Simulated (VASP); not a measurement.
# Gd (Im-3m) in VASP: a series of runs

One crystal, Gd, is run at these levels: PBE; tasks: single point.

All numbers are computed with VASP 6.6.1; they aren't measurements. Logs are shortened: lines on timing, memory, paths and dates and some standing lists are left out, and cuts for length are marked.

### 1 Starting point

It takes space group Im-3m (No. 229, cubic). The conventional cell has a = 4.050 Å, b = 4.050 Å, c = 4.050 Å, α = 90.00°, β = 90.00°, γ = 90.00°. Gd (site symmetry m-3m) is surrounded by 8 Gd at 3.51 Å.

This isn't the form of Gd at room conditions, which is hcp.

### 2 Single point, PBE, collinear spin, ferromagnetic start

INCAR

```
ADDGRID = False
ALGO = Normal
EDIFF = 1E-6
ENCUT = 550
GGA = PE
ISIF = 2
ISMEAR = 0
ISPIN = 2
LASPH = True
LCHARG = False
LMAXMIX = 6
LORBIT = 11
LREAL = False
LWAVE = False
MAGMOM = 7
NELM = 100
PREC = Accurate
SIGMA = 0.2
```

KPOINTS

```
k-points
0
Gamma
  6 6 6
```

POSCAR

```
Gd
1.0
   -2.0250000000      2.0250000000      2.0250000000
    2.0250000000     -2.0250000000      2.0250000000
    2.0250000000      2.0250000000     -2.0250000000
Gd
1
Direct
    0.0000000000      0.0000000000      0.0000000000
```

Potentials or basis: VASP PAW PBE potentials, release 64 (Gd).

The run is started by

```
cat potpaw_PBE.64/Gd/POTCAR > POTCAR
mpirun -np 1 vasp_std > vasp.out
```

OUTCAR:

```text
EDIFF = 1E-6
   ENCUT = 550
   GGA = PE
   ISIF = 2
   ISMEAR = 0
   ISPIN = 2
   LASPH = True
   LORBIT = 11
   LREAL = False
   NELM = 100
   PREC = Accurate

 Found     16 irreducible k-points:

 Following reciprocal coordinates:
            Coordinates               Weight
  0.000000  0.000000  0.000000      1.000000
  0.166667  0.000000  0.000000     12.000000
  0.333333  0.000000  0.000000     12.000000
  0.500000  0.000000  0.000000      6.000000
  0.166667  0.166667  0.000000     24.000000
  0.333333  0.166667  0.000000     48.000000
   k-points           NKPTS =     16   k-points in BZ     NKDIM =     16   number of bands    NBANDS=     17
   number of dos      NEDOS =    301   number of ions     NIONS =      1
   total plane-waves  NPLWV =  21952
   dimension x,y,z NGX =    28 NGY =   28 NGZ =   28
   dimension x,y,z NGXF=    56 NGYF=   56 NGZF=   56
   ions per type =               1
   NGX,Y,Z   is equivalent  to a cutoff of  13.27, 13.27, 13.27 a.u.
   NGXF,Y,Z  is equivalent  to a cutoff of  26.54, 26.54, 26.54 a.u.
 SYSTEM =  unknown system
   PREC   = accura    normal or accurate (medium, high low for compatibility)
   ISTART =      0    job   : 0-new  1-cont  2-samecut
   ICHARG =      2    charge: 1-file 2-atom 10-const
   ISPIN  =      2    spin polarized calculation?
   LNONCOLLINEAR =      F non collinear calculations
   LSORBIT =      F    spin-orbit coupling
   LASPH  =      T    aspherical Exc in radial PAW
   ENCUT  =  550.0 eV  40.42 Ry    6.36 a.u.   6.71  6.71  6.71*2*pi/ulx,y,z
   NELM   =    100;   NELMIN=  2; NELMDL= -5     # of ELM steps
   EDIFF  = 0.1E-05   stopping-criterion for ELM
   LREAL  =      F    real-space projection
   EDIFFG = 0.1E-04   stopping-criterion for IOM
   NSW    =      0    number of steps for IOM
   IBRION =     -1    ionic relax: 0-MD 1-quasi-New 2-CG
   NFREE  =      0    steps in history (QN), initial steepest desc. (CG)
   ISIF   =      2    stress and relaxation
   ISYM   =      2    0-nonsym 1-usesym 2-fastsym
   POTIM  = 0.5000    time-step for ionic-motion
   TEBEG  =    0.0;   TEEND  =   0.0 temperature during run
   PSTRESS=    0.0 pullay stress
   NELECT =      18.0000    total number of electrons
   NUPDOWN=      -1.0000    fix difference up-down
   EMIN   =  10.00;   EMAX   =-10.00  energy-range for DOS
   EFERMI =   0.00;   METHOD = LEGACY
   ISMEAR =     0;   SIGMA  =   0.20  broadening in eV -4-tet -1-fermi 0-gaus
   EFERMI_NEDOS =   21; number of points for ismear=-14 and -15
   IALGO  =     38    algorithm
   IMIX   =      4    mixing-type and parameters
     AMIX     =   0.40;   BMIX     =  1.00
     AMIX_MAG =   1.60;   BMIX_MAG =  1.00
  volume/ion in A,a.u.               =      33.22       224.15
  Fermi-wavevector in a.u.,A,eV,Ry     =   1.334711  2.522238 24.238153  1.781454
  Thomas-Fermi vector in A             =   2.463472
   LORBIT       =     11    0 simple, 1 ext, 2 COOP (PROOUT), +10 PAW based schemes
   GGA     = PE    functional components
   LHFCALC =     F    Hartree Fock is set to
   AEXX    =    0.0000 exact exchange contribution
   IVDW    =     0    specifies the selected vdW correction
   LEPSILON=     F    determine dielectric tensor
   LRPA    =     F    only Hartree local field effects (RPA)
 spin polarized calculation
 Gauss-broadening in eV      SIGMA  =   0.20
  energy-cutoff  :      550.00
  volume of cell :       33.22
 maximum number of plane-waves:       980
   NGX = 13   NGY = 13   NGZ = 13

 number of electron      18.0000009 magnetization       7.5274931

 Free energy of the ion-electron system (eV)
  ---------------------------------------------------
  ext. energy  EPLUGINS =         0.00000000
  ---------------------------------------------------
  free energy    TOTEN  =       -11.63156642 eV

  energy without entropy =      -11.59257775  energy(sigma->0) =      -11.61207209

 E-fermi :   2.9838     XC(G=0):  -9.9591

 val. band max:        2.9775079173   @ k =  -0.3333   0.3333   0.1667
 cond. band min:       2.9967360398   @ k =   0.5000   0.5000   0.1667
 fundamental gap:      0.0192281225
 Fermi energy:         2.9837532808

 spin component 1

 k-point     1 :       0.0000    0.0000    0.0000
  band No.  band energies     occupation
      1     -42.3129      1.00000
      2     -19.3423      1.00000
      3     -19.3423      1.00000
      4     -19.3423      1.00000
      5      -2.0750      1.00000
      6      -1.9016      1.00000
[... 9 lines left out ...]
     16       6.5143      0.00000
     17       6.5143      0.00000
[... 81 lines left out ...]
 k-point     6 :       0.3333    0.1667    0.0000
  band No.  band energies     occupation
      1     -42.2466      1.00000
      2     -19.9468      1.00000
      3     -19.6075      1.00000
      4     -19.3992      1.00000
      5      -1.8820      1.00000
      6      -1.8744      1.00000
[... 9 lines left out ...]
     16       7.1559      0.00000
     17       9.1142      0.00000

 [... further k-points ...]

 spin component 2

 k-point     1 :       0.0000    0.0000    0.0000
  band No.  band energies     occupation
      1     -39.0879      1.00000
      2     -16.9583      1.00000
      3     -16.9583      1.00000
      4     -16.9582      1.00000
      5      -1.2724      1.00000
      6       3.3646      0.00354
[... 9 lines left out ...]
     16       7.5306      0.00000
     17       7.5306      0.00000
[... 81 lines left out ...]
 k-point     6 :       0.3333    0.1667    0.0000
  band No.  band energies     occupation
      1     -39.0045      1.00000
      2     -17.6906      1.00000
      3     -17.2760      1.00000
      4     -17.0293      1.00000
      5       1.8999      1.00000
      6       3.2696      0.02164
[... 9 lines left out ...]
     16       8.3768      0.00000
     17      10.5081      0.00000

 [... further k-points ...]

------------------------ aborting loop because EDIFF is reached ----------------------------------------

  FORCE on cell =-STRESS in cart. coord.  units (eV):
  Direction    XX          YY          ZZ          XY          YZ          ZX
  --------------------------------------------------------------------------------------
  -------------------------------------------------------------------------------------
  Total       -0.0414216     -0.0414216     -0.0414216      0.0000000     -0.0000000      0.0000000
  in kB       -1.9980310     -1.9980310     -1.9980310      0.0000000     -0.0000000      0.0000000
  external PRESSURE =      -1.9980310 kB  Pullay stress =       0.0000000 kB

 VOLUME and BASIS-vectors are now :
 -----------------------------------------------------------------------------
  energy-cutoff  :      550.00
  volume of cell :       33.22
      direct lattice vectors                 reciprocal lattice vectors
    -2.025000000  2.025000000  2.025000000     0.000000000  0.246913580  0.246913580
     2.025000000 -2.025000000  2.025000000     0.246913580  0.000000000  0.246913580
     2.025000000  2.025000000 -2.025000000     0.246913580  0.246913580  0.000000000

 POSITION                                       TOTAL-FORCE (eV/Angst)
 -----------------------------------------------------------------------------------
      0.00000      0.00000      0.00000        -0.000000      0.000000     -0.000000
 -----------------------------------------------------------------------------------
    total drift:                                0.000000     -0.000000     -0.000000

  FREE ENERGIE OF THE ION-ELECTRON SYSTEM (eV)
  ---------------------------------------------------
  free  energy   TOTEN  =       -11.6315664227 eV

  energy  without entropy=      -11.5925777550  energy(sigma->0) =      -11.61207209

 total charge

# of ion       s       p       d       f       tot
--------------------------------------------------
    1        2.072   5.560   0.581   6.990  15.203

 magnetization (x)

# of ion       s       p       d       f       tot
--------------------------------------------------
    1        0.001  -0.062   0.219   6.809   6.968
```

OSZICAR:

```text
N       E                     dE             d eps       ncg     rms          rms(c)
DAV:   1     0.992569929070E+02    0.99257E+02   -0.66884E+03  1328   0.556E+03
[... 19 lines left out ...]
DAV:  21    -0.116316443252E+02    0.21385E-04   -0.39163E-04  2015   0.185E-01    0.131E+00
DAV:  22    -0.116316931016E+02   -0.48776E-04   -0.33538E-05  1820   0.941E-02    0.862E-01
DAV:  23    -0.116316344685E+02    0.58633E-04   -0.19675E-05  1416   0.107E-01    0.354E-01
DAV:  24    -0.116315968123E+02    0.37656E-04   -0.48968E-04  1312   0.537E-01    0.175E-01
DAV:  25    -0.116315713538E+02    0.25459E-04   -0.65193E-05  1830   0.161E-01    0.116E-01
DAV:  26    -0.116315667787E+02    0.45751E-05   -0.67356E-06  1506   0.528E-02    0.121E-01
DAV:  27    -0.116315664227E+02    0.35597E-06   -0.50177E-07   661   0.159E-02
   1 F= -.11631566E+02 E0= -.11612072E+02  d E =-.389887E-01  mag=     7.5277
```

stdout:

```text
POSCAR found type information on POSCAR Gd
 POSCAR found :  1 types and       1 ions
 scaLAPACK will be used
 LDA part: xc-table for (Slater+PW92), standard interpolation
 POSCAR, INCAR and KPOINTS ok, starting setup
 FFT: planning ... GRIDC
 FFT: planning ... GRID_SOFT
 FFT: planning ... GRID
 WAVECAR not read
 entering main loop
```

Wall time 35 s (1 thread of Intel Xeon Platinum 8559C (Emerald Rapids), shared host); peak memory 0.18 GiB.

These settings aren't checked as converged: the numbers below hold their error.

What came out:

| Item | Value |
| --- | --- |
| Free energy | -11.6316 eV |
| Pressure | -0.2 GPa |
| Band gap on the k mesh | none (metal or under the smearing width) |
| Net moment | 7.53 μB per cell |
| Site moments | Gd +6.97 μB |
| Valence electrons inside the program's atomic spheres | Gd 15.20 |

Caveat: the k mesh is coarse (spacing up to 0.37 Å⁻¹), so the values aren't converged; spin-orbit coupling is left out, which moves the levels of the heavy elements.

[end of part 1 of 2]
